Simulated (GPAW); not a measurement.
# BAs (F-43m) in GPAW: further runs

Aim: see how the results for BAs move with the level of theory and the settings. Levels: revPBE+D3, RPBE. Tasks: equation of state, band structure.

All numbers are computed with GPAW 26.7.0; they aren't measurements. Logs are shortened: lines on timing, memory, paths and dates and some standing lists are left out, and cuts for length are marked. The log counts tension as positive stress, the text compression.

**Experimental background.**

From “Basic Physical Properties of Cubic Boron Arsenide”, 2019, arxiv:1911.11281, for a bulk crystal of BAs: bulk modulus 148 GPa.

How close the calculation comes is told below.

## 1. The structure

Symmetry: F-43m, No. 216, cubic system. Conventional cell: a = 4.777 Å, b = 4.777 Å, c = 4.777 Å, α = 90.00°, β = 90.00°, γ = 90.00°. As (site symmetry -43m) is surrounded by 4 B at 2.07 Å. B (site symmetry -43m) is surrounded by 4 As at 2.07 Å.

## 2. Equation of state, revPBE+D3

The input, run.py:

```python
import spglib
from ase import Atoms
from ase.calculators.mixing import SumCalculator
from ase.eos import EquationOfState
from ase.io import Trajectory, read
from ase.units import GPa
from dftd3.ase import DFTD3
from gpaw import GPAW, PW

atoms = read('BAs.cif')
cell, positions, numbers = spglib.find_primitive(
    (atoms.cell[:], atoms.get_scaled_positions(), atoms.numbers), symprec=1e-4)
atoms = Atoms(numbers, cell=cell, scaled_positions=positions, pbc=True)

traj = Trajectory('eos.traj', 'w')
volumes, energies = [], []
for x in [0.94, 0.96, 0.98, 1.0, 1.02, 1.04, 1.06]:
    a = atoms.copy()
    a.set_cell(atoms.cell * x**(1 / 3), scale_atoms=True)
    calc = GPAW(mode=PW(800),
                xc='revPBE',
                kpts={'size': (8, 8, 8), 'gamma': True},
                occupations={'name': 'fermi-dirac', 'width': 0.05},
                nbands=11,
                convergence={'density': 1e-05, 'energy': 1e-05},
                maxiter=150,
                txt=f'eos-{x:.2f}.txt')
    a.calc = SumCalculator([calc, DFTD3(method='revpbe', damping='d3zero')])
    energies.append(a.get_potential_energy())
    volumes.append(a.get_volume())
    p = -a.get_stress()[:3].mean() / GPa
    calc.write(f'eos-{x:.2f}.gpw')
    traj.write(a)
    print(f'{x:.2f} {volumes[-1]:10.4f} A^3 {energies[-1]:14.6f} eV {p:9.3f} GPa', flush=True)

v0, e0, B = EquationOfState(volumes, energies, eos='birchmurnaghan').fit()
print(f'V0 = {v0:.4f} A^3, E0 = {e0:.6f} eV, B0 = {B / GPa:.2f} GPa')
```

The input, BAs.cif:

```cif
data_BAs
_cell_length_a 4.77700000
_cell_length_b 4.77700000
_cell_length_c 4.77700000
_cell_angle_alpha 90.00000000
_cell_angle_beta 90.00000000
_cell_angle_gamma 90.00000000
_space_group_name_H-M_alt 'F-43m'
_space_group_name_Hall 'F -4 2 3'
_space_group_IT_number 216
loop_
_space_group_symop_operation_xyz
'x,y,z'
'y,-x,-z'
'-x,-y,z'
'-y,x,-z'
'x,-y,-z'
'y,x,z'
'-x,y,-z'
'-y,-x,z'
'z,x,y'
'-z,y,-x'
'z,-x,-y'
'-z,-y,x'
'-z,x,-y'
'z,y,x'
'-z,-x,y'
'z,-y,-x'
'y,z,x'
'-x,-z,y'
'-y,z,-x'
'x,-z,-y'
'-y,-z,x'
'x,z,y'
'y,-z,-x'
'-x,z,-y'
'x,y+1/2,z+1/2'
'y,-x+1/2,-z+1/2'
'-x,-y+1/2,z+1/2'
'-y,x+1/2,-z+1/2'
'x,-y+1/2,-z+1/2'
'y,x+1/2,z+1/2'
'-x,y+1/2,-z+1/2'
'-y,-x+1/2,z+1/2'
'z,x+1/2,y+1/2'
'-z,y+1/2,-x+1/2'
'z,-x+1/2,-y+1/2'
'-z,-y+1/2,x+1/2'
'-z,x+1/2,-y+1/2'
'z,y+1/2,x+1/2'
'-z,-x+1/2,y+1/2'
'z,-y+1/2,-x+1/2'
'y,z+1/2,x+1/2'
'-x,-z+1/2,y+1/2'
'-y,z+1/2,-x+1/2'
'x,-z+1/2,-y+1/2'
'-y,-z+1/2,x+1/2'
'x,z+1/2,y+1/2'
'y,-z+1/2,-x+1/2'
'-x,z+1/2,-y+1/2'
'x+1/2,y,z+1/2'
'y+1/2,-x,-z+1/2'
'-x+1/2,-y,z+1/2'
'-y+1/2,x,-z+1/2'
'x+1/2,-y,-z+1/2'
'y+1/2,x,z+1/2'
'-x+1/2,y,-z+1/2'
'-y+1/2,-x,z+1/2'
'z+1/2,x,y+1/2'
'-z+1/2,y,-x+1/2'
'z+1/2,-x,-y+1/2'
'-z+1/2,-y,x+1/2'
'-z+1/2,x,-y+1/2'
'z+1/2,y,x+1/2'
'-z+1/2,-x,y+1/2'
'z+1/2,-y,-x+1/2'
'y+1/2,z,x+1/2'
'-x+1/2,-z,y+1/2'
'-y+1/2,z,-x+1/2'
'x+1/2,-z,-y+1/2'
'-y+1/2,-z,x+1/2'
'x+1/2,z,y+1/2'
'y+1/2,-z,-x+1/2'
'-x+1/2,z,-y+1/2'
'x+1/2,y+1/2,z'
'y+1/2,-x+1/2,-z'
'-x+1/2,-y+1/2,z'
'-y+1/2,x+1/2,-z'
'x+1/2,-y+1/2,-z'
'y+1/2,x+1/2,z'
'-x+1/2,y+1/2,-z'
'-y+1/2,-x+1/2,z'
'z+1/2,x+1/2,y'
'-z+1/2,y+1/2,-x'
'z+1/2,-x+1/2,-y'
'-z+1/2,-y+1/2,x'
'-z+1/2,x+1/2,-y'
'z+1/2,y+1/2,x'
'-z+1/2,-x+1/2,y'
'z+1/2,-y+1/2,-x'
'y+1/2,z+1/2,x'
'-x+1/2,-z+1/2,y'
'-y+1/2,z+1/2,-x'
'x+1/2,-z+1/2,-y'
'-y+1/2,-z+1/2,x'
'x+1/2,z+1/2,y'
'y+1/2,-z+1/2,-x'
'-x+1/2,z+1/2,-y'
loop_
_atom_site_label
_atom_site_type_symbol
_atom_site_symmetry_multiplicity
_atom_site_Wyckoff_symbol
_atom_site_fract_x
_atom_site_fract_y
_atom_site_fract_z
_atom_site_occupancy
As1 As 4 c 0.2500000000 0.2500000000 0.2500000000 1
B1 B 4 a 0.0000000000 0.0000000000 0.0000000000 1
```

Potentials or basis: the program's PAW data sets (release 1.2.1) made for this functional, pw.

On the command line:

```
OMP_NUM_THREADS=1 python run.py
```

Standard output:

```text
__  _  _
 | _ |_)|_||  |
 |__||  | ||/\| - 26.7.0

Input parameters:
  mode=PW(ecut=800.0),
  convergence={'density': 1e-05, 'energy': 1e-05},
  kpts=MonkhorstPack(size=(8, 8, 8), gamma=True),
  maxiter=150,
  nbands=11,
  occupations=Occupations(name='fermi-dirac', width=0.05),
  xc=XC(name='revPBE')

Diagonalizing LCAO Hamiltonian
Converting LCAO to pw mode

           As

       B

Atoms  # Å, Bohr magnetons
|   | symbol |        x |        y |        z |    initial magnetic moments |
|---|--------|----------|----------|----------|-----------------------------|
| 0 |     As | 1.169871 | 1.169871 | 1.169871 | ( 0.0000,  0.0000,  0.0000) |
| 1 |      B | 0.000000 | 0.000000 | 0.000000 | ( 0.0000,  0.0000,  0.0000) |

Unit cell  # Å
| periodic |        x |        y |        z |  lengths |    angles |
|----------|----------|----------|----------|----------|-----------|
|      yes | 0.000000 | 2.339741 | 2.339741 | 3.308894 | 60.000000 |
|      yes | 2.339741 | 0.000000 | 2.339741 | 3.308894 | 60.000000 |
|      yes | 2.339741 | 2.339741 | 0.000000 | 3.308894 | 60.000000 |

Number of symmetries: 24
Symmetry operations  # r_c * U_cc + t_c -> r_c
|    | kind |            matrix            |
|----|------|------------------------------|
|  0 |  E   |  1, 0, 0,  0, 1, 0,  0, 0, 1 |
|  1 |  σ   |  1, 0, 0,  0, 0, 1,  0, 1, 0 |
|  2 |  σ   |  1, 0,-1,  0, 1,-1,  0, 0,-1 |
|  3 |  C3  |  1, 0,-1,  0, 0,-1,  0, 1,-1 |
|  4 |  C3  |  1,-1, 0,  0,-1, 1,  0,-1, 0 |
|  5 |  σ   |  1,-1, 0,  0,-1, 0,  0,-1, 1 |
|  6 |  σ   |  0, 1, 0,  1, 0, 0,  0, 0, 1 |
|  7 |  C3  |  0, 1, 0,  0, 0, 1,  1, 0, 0 |
|  8 |  C2  |  0, 1,-1,  1, 0,-1,  0, 0,-1 |
|  9 |  S4  |  0, 1,-1,  0, 0,-1,  1, 0,-1 |
| 10 |  C3  |  0, 0, 1,  1, 0, 0,  0, 1, 0 |
| 11 |  σ   |  0, 0, 1,  0, 1, 0,  1, 0, 0 |
| 12 |  S4  |  0, 0,-1,  1, 0,-1,  0, 1,-1 |
| 13 |  C3  |  0, 0,-1,  0, 1,-1,  1, 0,-1 |
| 14 |  S4  |  0,-1, 1,  1,-1, 0,  0,-1, 0 |
| 15 |  C2  |  0,-1, 1,  0,-1, 0,  1,-1, 0 |
| 16 |  C3  |  0,-1, 0,  1,-1, 0,  0,-1, 1 |
| 17 |  S4  |  0,-1, 0,  0,-1, 1,  1,-1, 0 |
| 18 |  S4  | -1, 1, 0, -1, 0, 1, -1, 0, 0 |
| 19 |  C3  | -1, 1, 0, -1, 0, 0, -1, 0, 1 |
| 20 |  C3  | -1, 0, 1, -1, 1, 0, -1, 0, 0 |
| 21 |  S4  | -1, 0, 1, -1, 0, 0, -1, 1, 0 |
| 22 |  σ   | -1, 0, 0, -1, 1, 0, -1, 0, 1 |
| 23 |  C2  | -1, 0, 0, -1, 0, 1, -1, 1, 0 |

BZ-sampling:
  Number of BZ points: 512
  Number of IBZ points: 29

  Monkhorst-Pack size: [8, 8, 8]
  Monkhorst-Pack shift: [0.0625, 0.0625, 0.0625]

K-points  # in reciprocal-cell coordinates
|     |                                coordinates |     weight |
|-----|--------------------------------------------|------------|
|   0 | (  0.00000000,   0.00000000,   0.00000000) | 0.00195312 |
|   1 | (  0.12500000,   0.12500000,   0.00000000) | 0.01171875 |
|   2 | (  0.12500000,   0.12500000,   0.12500000) | 0.01562500 |
|   3 | (  0.25000000,   0.12500000,   0.12500000) | 0.02343750 |
|   4 | (  0.25000000,   0.25000000,   0.00000000) | 0.01171875 |
|   5 | (  0.25000000,   0.25000000,   0.12500000) | 0.04687500 |
|   6 | (  0.25000000,   0.25000000,   0.25000000) | 0.01562500 |
|   7 | (  0.37500000,   0.25000000,  -0.37500000) | 0.04687500 |
|   8 | (  0.37500000,   0.25000000,   0.12500000) | 0.04687500 |
|   9 | (  0.37500000,   0.25000000,   0.25000000) | 0.04687500 |
| ... |                                            |            |
|  28 | (  0.50000000,   0.50000000,   0.50000000) | 0.00781250 |

Plane wave coefficients: 1363
Cutoff: 800.0 eV

Spin-components: 1 (collinear spins)
Bands:           11
Projectors:      10
Spin-degeneracy: 2
Datatype:        complex128

Parallelization:
  kpt:    1
  domain: 1
  band:   1

Density:
  Valence electrons: 8.0
  Components: 1
  Grid points: [24 24 24]
  Charge: 0.0  # |e|

Potential:
  Grid points: [24 24 24]

species:
  As:
    name:    Arsenic
    Z:       33.0
    valence: 5
    core:    28
    charge:  0.0  # [|e|]
    compensation charges:
      type: gauss
      rc: 0.33  # [Å]
      lmax: 2
    cutoffs:
      filter: 1.87  # [Å]
      core: 2.96  # [Å]
    projectors
    | kind |    occ | energy [eV] | rcut [Å] |
    |------|--------|-------------|----------|
    |   4s |  2.000 |     -14.425 |    1.058 |
    |   4p |  3.000 |      -5.155 |    1.058 |
    |    s |        |      12.786 |    1.058 |
    |    p |        |      22.056 |    1.058 |
    |    d |        |       0.000 |    1.058 |

    Using partial waves for As as LCAO basis

  B:
    name:    Boron
    Z:       5.0
    valence: 3
    core:    2
    charge:  0.0  # [|e|]
    compensation charges:
      type: gauss
      rc: 0.20  # [Å]
      lmax: 2
    cutoffs:
      filter: 1.14  # [Å]
      core: 1.38  # [Å]
    projectors
    | kind |    occ | energy [eV] | rcut [Å] |
    |------|--------|-------------|----------|
    |   2s |  2.000 |      -9.465 |    0.635 |
    |   2p |  1.000 |      -3.568 |    0.635 |
    |    s |        |      17.746 |    0.635 |
    |    p |        |      23.644 |    0.635 |
    |    d |        |       0.000 |    0.635 |

    Using partial waves for B as LCAO basis

Reference energy: -62178.080768  # eV

eigensolver:
  PPCG
  Converge bands: occupied
  niter=2

density mixing:
  MSR1-Mixer
  Pratt-step length: 0.05
  Maximum mixing coefficient: 0.75
  Old densities: 10
  SVD Regularization: 0.005
  Good broyden scale: 1.0
  Trust region scale: 1.0
  Backstep threshold: 4.0
  History deletion threshold: 6.0
  Fourier metric: weight=20.0, sigma=0.015

occupation numbers:
  Fermi-Dirac:
    width: 0.0500  # eV

poisson solver:
  ecut: 6400.0  # eV

xc functional:
  name: revPBE with 2 nearest neighbor stencil

convergence criteria:
- Maximum integral of absolute [dens]ity change: 1e-05 electrons / valence electron
- Maximum [total energy] change in last 3 cyles: 1e-05 eV / valence electron
- Maximum integral of absolute [eigenst]ate change: 4e-08 eV^2 / valence electron
maximum number of iterations: 150

SCF iterations
|iter     | |      energy | eigst |  dens |
|---------|-|-------------|-------|-------|
|iter:   1| |  -11.286008 | -0.26 |       |
|iter:   2| |  -11.155904 | -2.33 | -0.70 |
|iter:   3| |  -10.637922 | -1.63 | -0.74 |
|iter:   4| |  -10.637195 | -3.04 | -1.44 |
|iter:   5| |  -10.638308 | -3.87 | -1.88 |
|iter:   6| |  -10.638376 | -5.60 | -2.63 |
|iter:   7| |  -10.638377c| -7.38 | -3.54 |
|iter:   8| |  -10.638378c| -8.26c| -4.06 |
|iter:   9| |  -10.638378c| -8.90c| -5.19c|

Converged in 9 steps
Energy contributions relative to reference atoms: (reference = -62178.080768)

Energy contributions:
  Kinetic:          27.565904
  Coulomb:         -23.799357
  Zero:             -0.012087
  External:          0.000000
  Xc:              -14.392838
  Entropy:          -0.000000
  Spinorbit:         0.000000
  ----------------------------
  Free energy:     -10.638378
  Extrapolated:    -10.638378

dipole moment: (-11.355953, -11.355953, -11.355953)  # |e|*Ang

Fermi level: 9.434
Eigenvalues  # (at kpt = [0.000, 0.000, 0.000])
| band index |      eig [eV] | occ [0-2] |
|------------|---------------|-----------|
|          0 |        -7.105 |     2.000 |
|          1 |         8.877 |     2.000 |
|          2 |         8.877 |     2.000 |
|          3 |         8.877 |     2.000 |
|          4 |        12.250 |     0.000 |
|          5 |        12.250 |     0.000 |
|          6 |        12.250 |     0.000 |
|          7 |        14.429 |     0.000 |
|          8 |        18.937 |     0.000 |
|          9 |        22.179 |     0.000 |
|         10 |        22.179 |     0.000 |

Gap: 1.150 eV
Transition (v -> c):
  (s=0, k=0, n=3, [0.00, 0.00, 0.00]) -> (s=0, k=12, n=4, [0.38, 0.38, 0.00])
Direct/indirect transitions are different
Direct gap: 3.373 eV
Transition at: (s=0, k=0, n=3, [0.00, 0.00, 0.00])

Stress tensor  # eV/Ang^3
|         x |         y |         z |
|-----------|-----------|-----------|
| -0.098138 | -0.000000 |  0.000000 |
| -0.000000 | -0.098138 |  0.000000 |
|  0.000000 |  0.000000 | -0.098138 |

# Writing to eos-0.94.gpw (mode='')
```

It took 74 s on 1 thread of Arm Neoverse V1, shared host; peak memory 0.19 GiB.

What came out:

```yaml
Equilibrium_volume: 13.77 Å³/atom
Bulk_modulus: 132 GPa
Pressure_derivative_of_the_bulk_modulus: 4.4
```

Energy against volume, from the lowest point:
| volume (Å³/atom) | energy (meV/atom) |
| --- | --- |
| 12.809 | 31.04 |
| 13.081 | 15.12 |
| 13.354 | 5.03 |
| 13.626 | 0.17 |
| 13.899 | 0.00 |
| 14.171 | 4.07 |
| 14.444 | 11.93 |

## 3. Band structure, RPBE, spin-orbit coupling, no magnetisation

The input, run.py:

```python
import numpy as np
from ase.dft.bandgap import bandgap
from ase.io import write
from ase.spacegroup import crystal
from ase.units import GPa
from gpaw import GPAW, PW
from gpaw.spinorbit import soc_eigenstates

# As 4c
# B 4a
atoms = crystal(['As', 'B'],
                basis=[[0.25, 0.25, 0.25],
                       [0.0, 0.0, 0.0]],
                spacegroup=216, setting=1,  # F-43m
                cellpar=[4.777, 4.777, 4.777, 90.0, 90.0, 90.0],
                primitive_cell=True)

calc = GPAW(mode=PW(800),
            xc='RPBE',
            kpts={'size': (8, 8, 8), 'gamma': True},
            occupations={'name': 'fermi-dirac', 'width': 0.05},
            nbands=11,
            convergence={'density': 1e-05, 'energy': 1e-05},
            maxiter=150,
            txt='gpaw.txt')
atoms.calc = calc
energy = atoms.get_potential_energy()
forces = atoms.get_forces()
stress = atoms.get_stress()
calc.write('gs.gpw')
write('result.traj', atoms)
print(f'Energy: {energy:.6f} eV')
print('Forces (eV/A):')
print(forces.round(4))
print('Stress (GPa):', (stress / GPa).round(3))
print('Fermi level:', round(calc.get_fermi_level(), 4), 'eV')
print(f'Gap: {bandgap(calc)[0]:.4f} eV, direct: {bandgap(calc, direct=True)[0]:.4f} eV')

path = atoms.cell.bandpath('GXWKGLUWLK,UX', npoints=100, eps=1e-4)
bs_calc = calc.fixed_density(kpts=path, symmetry='off', nbands=19,
                             convergence={'bands': 'CBM+6.0', 'eigenstates': 1e-6}, txt='bands.txt')
bs = bs_calc.band_structure()
bs.write('bs.json')
print(f'Gap on the path: {bandgap(bs_calc)[0]:.4f} eV')

soc = soc_eigenstates(bs_calc, theta=90, phi=45)
np.savetxt('soc_bands.dat', soc.eigenvalues(), fmt='%.4f')
mesh = soc_eigenstates('gs.gpw', theta=90, phi=45)
np.savetxt('soc_mesh.dat', mesh.eigenvalues(), fmt='%.4f')
print('Fermi level with spin-orbit coupling:', round(mesh.fermi_level, 4), 'eV')
```

Potentials or basis: the program's PAW data sets (release 1.2.1) made for this functional, pw.

On the command line:

```
OMP_NUM_THREADS=1 python run.py
```

gpaw.txt:

```text
__  _  _
 | _ |_)|_||  |
 |__||  | ||/\| - 26.7.0

Input parameters:
  mode=PW(ecut=800.0),
  convergence={'density': 1e-05, 'energy': 1e-05},
  kpts=MonkhorstPack(size=(8, 8, 8), gamma=True),
  maxiter=150,
  nbands=11,
  occupations=Occupations(name='fermi-dirac', width=0.05),
  xc=XC(name='RPBE')

Diagonalizing LCAO Hamiltonian
Converting LCAO to pw mode

           As

       B

Atoms  # Å, Bohr magnetons
|   | symbol |        x |        y |        z |    initial magnetic moments |
|---|--------|----------|----------|----------|-----------------------------|
| 0 |     As | 1.194250 | 1.194250 | 1.194250 | ( 0.0000,  0.0000,  0.0000) |
| 1 |      B | 0.000000 | 0.000000 | 0.000000 | ( 0.0000,  0.0000,  0.0000) |

Unit cell  # Å
| periodic |        x |        y |        z |  lengths |    angles |
|----------|----------|----------|----------|----------|-----------|
|      yes | 0.000000 | 2.388500 | 2.388500 | 3.377849 | 60.000000 |
[... 180 lines left out ...]
  Coulomb:         -18.078900
  Zero:             -0.009486
  External:          0.000000
  Xc:              -13.044883
  Entropy:          -0.000000
  Spinorbit:         0.000000
  ----------------------------
  Free energy:     -10.634128
  Extrapolated:    -10.634128

dipole moment: (-11.466890, -11.466890, -11.466890)  # |e|*Ang

Fermi level: 8.682
Eigenvalues  # (at kpt = [0.000, 0.000, 0.000])
| band index |      eig [eV] | occ [0-2] |
|------------|---------------|-----------|
|          0 |        -7.312 |     2.000 |
|          1 |         8.086 |     2.000 |
|          2 |         8.086 |     2.000 |
|          3 |         8.086 |     2.000 |
|          4 |        11.378 |     0.000 |
|          5 |        11.378 |     0.000 |
|          6 |        11.378 |     0.000 |
|          7 |        12.839 |     0.000 |
|          8 |        17.881 |     0.000 |
|          9 |        21.109 |     0.000 |
|         10 |        21.113 |     0.000 |

Gap: 1.227 eV
Transition (v -> c):
  (s=0, k=0, n=3, [0.00, 0.00, 0.00]) -> (s=0, k=12, n=4, [0.38, 0.38, 0.00])
Direct/indirect transitions are different
Direct gap: 3.292 eV
Transition at: (s=0, k=0, n=3, [0.00, 0.00, 0.00])

Forces  # eV/Ang
|        x |       y |        z |
|----------|---------|----------|
| -0.00000 | 0.00000 |  0.00000 |  # As   0
| -0.00000 | 0.00000 | -0.00000 |  # B    1

Stress tensor  # eV/Ang^3
|         x |         y |         z |
|-----------|-----------|-----------|
| -0.037217 | -0.000000 |  0.000000 |
| -0.000000 | -0.037217 | -0.000000 |
|  0.000000 | -0.000000 | -0.037217 |

# Writing to gs.gpw (mode='')
```

stdout:

```text
Energy: -10.634128 eV
Forces (eV/A):
[[-0.  0.  0.]
 [-0.  0. -0.]]
Stress (GPa): [-5.963 -5.963 -5.963 -0.     0.    -0.   ]
Fermi level: 8.6822 eV
Gap: 1.2271 eV, direct: 3.2921 eV
Gap on the path: 1.2135 eV
Fermi level with spin-orbit coupling: 8.7062 eV
```

bands.txt:

```text
Diagonalizing LCAO Hamiltonian
Converting LCAO to pw mode
convergence criteria:
- Maximum integral of absolute [eigenst]ate change: 1e-06 eV^2 / valence electron
maximum number of iterations: 150

SCF iterations
|iter     | |      energy | eigst |  dens |
|---------|-|-------------|-------|-------|
|iter:   1| |             | +0.78 |       |
[... 104 lines left out ...]
         [0.375     , 0.375     , 0.75      ],
         [0.625     , 0.25      , 0.625     ],
         [0.60416667, 0.20833333, 0.60416667],
         [0.58333333, 0.16666667, 0.58333333],
         [0.5625    , 0.125     , 0.5625    ],
         [0.54166667, 0.08333333, 0.54166667],
         [0.52083333, 0.04166667, 0.52083333],
         [0.5       , 0.        , 0.5       ]])),
  maxiter=150,
  nbands=19,
  occupations=Occupations(name='fermi-dirac', width=0.05),
  symmetry=Symmetry(point_group=False, time_reversal=False),
  xc=XC(name='RPBE')
```

It took 36 s on 1 thread of Arm Neoverse V1, shared host; peak memory 0.26 GiB.

What came out:

```yaml
Free_energy: -10.6341 eV
Pressure: 6.0 GPa
Band_gap_on_the_k_mesh: 1.16 eV, indirect (least direct gap 3.08 eV)
Band_gap_along_the_path: 1.15 eV, indirect (least direct gap 3.08 eV)
```

Levels at the corners of the path, in eV from the valence-band top:
```csv
point,band 6,band 7,band 8,band 9,band 10,band 11
Γ,0.00,0.00,0.00,3.08,3.08,3.30
X,-4.22,-4.08,-4.08,1.38,1.38,1.44
W,-5.49,-5.26,-5.24,5.25,5.25,5.95
K,-5.96,-3.56,-3.55,2.01,2.02,5.52
Γ,0.00,0.00,0.00,3.08,3.08,3.30
L,-1.97,-1.82,-1.82,2.66,2.66,4.69
U,-5.96,-3.56,-3.55,2.01,2.02,5.52
W,-5.49,-5.26,-5.24,5.25,5.25,5.95
L,-1.97,-1.82,-1.82,2.66,2.66,4.69
K,-5.96,-3.56,-3.55,2.01,2.02,5.52
U,-5.96,-3.56,-3.55,2.01,2.02,5.52
X,-4.22,-4.08,-4.08,1.38,1.38,1.44
```

Caveat: spin-orbit coupling was added after a scalar SCF, so levels and gaps hold it while energy, forces, pressure and moments don't; this program's spin-orbit splittings come out too wide for heavy elements.

## 4. Against experiment

Step 2. Against the measured bulk modulus of BAs, 148 GPa (quoted in “Basic Physical Properties of Cubic Boron Arsenide”, 2019, arxiv:1911.11281), the calculated 132 GPa is off by -10.9 %. The fit is for a static lattice scaled at fixed shape and fixed fractional positions.
